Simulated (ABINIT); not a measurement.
A run of ABINIT 10.8.3 (patched build) is set up as follows.

run.abi

```
# Pseudopotentials
pp_dirpath "./"
pseudos "Mo.upf, S.upf"

# Structure
acell 3.2274645616 3.2274645615 6.31247342 Angstrom
rprim
     1.0000000000     0.0000000000     0.0000000000
    -0.5000000000     0.8660254038     0.0000000000
     0.0000000000     0.0000000000     1.0000000000
ntypat 2
znucl 42 16
natom 3
typat 1 2 2
xred
     0.0000000000     0.0000000000     0.5000000000
     0.6666666667     0.3333333333     0.7446806800
     0.3333333333     0.6666666667     0.2553193200

# Plane-wave basis
ecut 48.0

# k points
kptopt 1
ngkpt 9 9 4
nshiftk 1
shiftk 0.0 0.0 0.0

# Exchange and correlation
ixc -497498
usekden 1
nc_xccc_gspace 1
boxcutmin 3.0

# Bands and occupations
nband 17
occopt 3
tsmear 0.05 eV

# SCF cycle
nstep 100
tolvrs 1.0e-9

# Output
iomode 3
prtwf 0
prtden 0
prteig 0
prtebands 0
enunit 1
```

Potentials or basis: Ansatz NC r2SCAN.

Run with:

```bash
$ mpirun --bind-to none -np 4 abinit run.abi > log 2>&1
```

**Question.** Estimate the pressure.

**Answer.** 0.0 GPa.

**Question.** Predict the band gap on the k mesh.

**Answer.** None (metal or under the smearing width).

**Question.** Predict the largest force.

**Answer.** 0.082 eV/Å.

Stress tensor (GPa, compression positive):
```
-0.22  0.00  0.00
 0.00 -0.22  0.00
 0.00  0.00  0.39
```
